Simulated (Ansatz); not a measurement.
The cell is COD entry 1010048, as deposited and not checked against the literature; nothing was relaxed. It is an old determination, and later ones may differ.

Input and log of a run on RbBr: DFT, PBE, all-electron LAPW, scalar-relativistic (Ansatz 0.2.0).

```yaml
crystal:
  lattice:
    - [0.0, 3.4275, 3.4275]
    - [3.4275, 0.0, 3.4275]
    - [3.4275, 3.4275, 0.0]
  atoms:
    - { symbol: Rb, position: [0.0, 0.0, 0.0] }
    - { symbol: Br, position: [0.5, 0.5, 0.5] }
kpoints:
  mp_grid: { grid: [7, 7, 7] }
  band_path:
    path:
      - [0.0, 0.0, 0.0]
      - [0.5, 0.0, 0.5]
      - [0.625, 0.25, 0.625]
      - [0.375, 0.375, 0.75]
      - [0.0, 0.0, 0.0]
      - [0.5, 0.5, 0.5]
      - [0.5, 0.25, 0.75]
      - [0.5, 0.0, 0.5]
    npoints: 8
scf:
  occupations: { method: fermi_dirac, width: 0.03 }
hamiltonian:
  xc: pbe
  pseudopotentials: { kind: all_electron, lapw: { basis_error: 0.001 } }
output:
  forces: true
  stress: true
  eigenvalues: true
  fatbands: true
  populations: true
  dos: { projected: true, de: 0.2, e_range: [-14, 8] }
```

The log:

```
Rb: projections on atomic orbitals take those of the free atom 1s2 2s2 2p6 3s2 3p6 3d10 4s2 4p6 5s1, of charge +0.00 (hamiltonian.pseudopotentials.projection_atoms)
Br: projections on atomic orbitals take those of the free atom 1s2 2s2 2p6 3s2 3p6 3d10 4s2 4p5, of charge +0.00 (hamiltonian.pseudopotentials.projection_atoms)
LAPW: plane waves up to 5.586 Å⁻¹, error target 1.0e-3 eV per atom; small_component_spin mean_spin; Br in spheres of 1.696 Å, 23 of its electrons in bands, Dirac shells []; Rb in spheres of 1.731 Å, 25 of its electrons in bands, Dirac shells []
Engine: ansatz 0.2.0
Pseudopotentials: kind: all_electron
Pseudopotential: Rb, LAPW, valence charge 25, Koelling and Harmon's equation, gaussian nucleus
Pseudopotential: Br, LAPW, valence charge 23, Koelling and Harmon's equation, gaussian nucleus
Functional definition: PBE
  parameter kappa = 0.804
  parameter beta = 0.06672455060314922
  exchange = pbe_x(kappa = kappa, mu = beta*pi^2/3)
  correlation = pbe_c(beta = beta)
Crystal: 2 atoms, lattice volume = 80.531 Å³
Basis set: ecut = 118.87955965896832 eV, 259 PW (Γ), exchange–correlation at level 2
Bands: 29, of which v1, the nominal top of the filled ones, is band 24 counted from 1 (23 counted from 0)
Symmetry: 48 space group operations
Space group: Fm-3m (ITA 225), of the structure as read, at distance tolerance 4.3e-5 Å
k-points: 20 of 343
Non-local potential: Rb, projectors of the file, none
Non-local potential: Br, projectors of the file, none
Initial density: superposition of atomic densities (chi_scale 0.1, normalization cell, long waves kept (reshape's long-wave potential 0.00 eV rms))
Initial wavefunctions: plane waves of lowest kinetic energy (no species holds an atomic orbital)
Functional: x = pbe(κ = 0.804, μ = 0.2195149727645171), c = pbe(β = 0.06672455060314922)
iter 1 solved again at ethr=8.87e-4 eV; its pass at ethr=1.00e-1 eV (dr2=4.26e-1 eV) is discarded
SCF iter   1: F=—  HF=-152051.504113 eV  |F-HF|=—  |Δ(HF+E_count)|=         —  Δρ=1.38e-2  dr2=4.26e-1  ethr=8.87e-4  ⟨swp⟩=2.0  Hψ=3401  notcnv=0
preconditioner: auto → none  [insulator: Δε(μ)=4.937 eV  Ē_g=13.837 eV  σ=0.030 eV  W_gap=1.00  n_scr=14 (ndim 8)  ℏωp=15.5 eV  f_vac=0.288  D(μ)=0.00/eV (n_scr^D=0)  ε∞_Penn≈2.3]
iter 2 solved again at ethr=4.54e-5 eV; its pass at ethr=8.87e-4 eV (dr2=2.18e-2 eV) is discarded
SCF iter   2: F=—  HF=-152051.277131 eV  |F-HF|=—  |Δ(HF+E_count)|=   2.27e-1  Δρ=3.26e-3  dr2=2.18e-2  ethr=4.54e-5  ⟨swp⟩=2.0  Hψ=3034  notcnv=0
SCF iter   3: F=—  HF=-152051.283772 eV  |F-HF|=—  |Δ(HF+E_count)|=   6.64e-3  Δρ=1.99e-3  dr2=8.52e-3  ethr=4.54e-5  ⟨swp⟩=2.6  Hψ=1879  notcnv=0
SCF iter   4: F=—  HF=-152051.290060 eV  |F-HF|=—  |Δ(HF+E_count)|=   6.29e-3  Δρ=3.05e-4  dr2=1.75e-4  ethr=1.77e-5  ⟨swp⟩=3.0  Hψ=1912  notcnv=0
SCF iter   5: F=—  HF=-152051.290353 eV  |F-HF|=—  |Δ(HF+E_count)|=   2.94e-4  Δρ=5.02e-5  dr2=3.98e-6  ethr=3.65e-7  ⟨swp⟩=3.0  Hψ=1866  notcnv=0
SCF iter   6: F=—  HF=-152051.290321 eV  |F-HF|=—  |Δ(HF+E_count)|=   3.22e-5  Δρ=3.38e-6  dr2=9.71e-9  ethr=8.29e-9  ⟨swp⟩=3.0  Hψ=1912  notcnv=0
SCF iter   7: F=-152051.290321 eV  HF=-152051.290321 eV  |F-HF|=1.69e-8  |Δ(HF+E_count)|=   2.85e-7  Δρ=1.31e-6  dr2=1.82e-9  ethr=2.02e-11  ⟨swp⟩=3.0  Hψ=1903  notcnv=0
SCF 1 converged in 7 iterations: F = -152051.290321 eV  dr2 = 1.82e-9
NSCF: frozen V_eff on 57 k-points
SCF converged after 7 iterations
Free energy (F): -152051.290321 eV
Harris-Foulkes:  -152051.290321 eV  (|F-HF|=1.69e-8)
Internal energy: -152051.290321 eV  (E = F + TS)
E sigma→0 (E₀):  -152051.290321 eV
Fermi energy:    4.892464 eV
--- Per-component energies (eV) ---
  E_band       = -3834.425750
  E_kinetic    = 156115.355644
  E_xc         = -5257.510635
  E_electrostatic = -302909.135330  (all electrons and nuclei)
  E_smearing   = -0.000000  (= −TS)
  E_closure    = 0.000000  (closes the sum)
  E_atoms      = -152045.227687  (free atoms, spherical and without spin; not in F)
  Σ components = -152051.290321   (vs F -152051.290321, Δ=0.00e0)
  Basis errors (estimates in eV, not in F): energy 4.1e-4 per atom: plane waves 3.7e-4 (2.0e-4 summed), levels above the bands 9.7e-89, relativity 3.9e-8, radial functions 4.1e-5, core shells 1.3e-6; eigenvalues (radial functions only) 6.9e-6; not estimated: angular momenta, meshes, grids; target (lapw.basis_error) 1.0e-3; muffin-tin radii Br 1.696 Å, Rb 1.731 Å
--- Forces (eV/Å), atoms counted from 1 ---
  atom   1  Rb    -0.00000000     0.00000000     0.00000000
  atom   2  Br     0.00000000     0.00000000     0.00000000
  max |Σ_I F_I| component: 1.40e-31 eV/Å
--- Stress (GPa, compression-positive) ---
        0.991416      -0.000000      -0.000000
       -0.000000       0.991416       0.000000
       -0.000000       0.000000       0.991416
  P = ⅓ Tr σ = 0.9914 GPa (9.914 kbar)
--- Band table (eV; the first three rows and the last of 20) ---
  k-point 0: bands = ["-214.5432", "-214.5432", "-214.5432", "-162.0802", "-162.0802", "-162.0802", "-93.7085", "-93.7085", "-93.7085", "-93.7078", "-93.7078", "-55.3772", "-55.3772", "-55.3762", "-55.3762", "-55.3762", "-21.7383", "-9.5042", "-5.8121", "-5.8121", "-5.8121", "2.6778", "2.6778", "2.6778", "7.0416", "9.9619", "9.9619", "9.9619", "10.8507"]
  k-point 1: bands = ["-214.5432", "-214.5432", "-214.5432", "-162.0802", "-162.0802", "-162.0802", "-93.7085", "-93.7085", "-93.7085", "-93.7078", "-93.7078", "-55.3772", "-55.3772", "-55.3762", "-55.3762", "-55.3762", "-21.7365", "-9.5123", "-5.8135", "-5.8135", "-5.8030", "2.4444", "2.6064", "2.6064", "7.5254", "9.8475", "10.2036", "10.2036", "11.1520"]
  k-point 2: bands = ["-214.5432", "-214.5432", "-214.5432", "-162.0802", "-162.0802", "-162.0802", "-93.7085", "-93.7085", "-93.7085", "-93.7078", "-93.7078", "-55.3772", "-55.3772", "-55.3762", "-55.3762", "-55.3762", "-21.7325", "-9.5304", "-5.8167", "-5.8167", "-5.7829", "2.0156", "2.4547", "2.4547", "8.5882", "9.8739", "10.8911", "10.8911", "11.9519"]
  k-point 19: bands = ["-214.5432", "-214.5432", "-214.5432", "-162.0802", "-162.0802", "-162.0802", "-93.7085", "-93.7085", "-93.7085", "-93.7078", "-93.7078", "-55.3772", "-55.3772", "-55.3762", "-55.3762", "-55.3762", "-21.7263", "-9.4835", "-5.9465", "-5.9067", "-5.7993", "2.1416", "2.3077", "2.3660", "9.4650", "10.1556", "11.0112", "11.3589", "13.0721"]
--- Löwdin populations: 2 sites ---
  site symbol       q [e]
     0     Rb     36.2453
     1     Br     35.7017
  spilling = 0.000736 (of n_electrons = 72.000000)
```
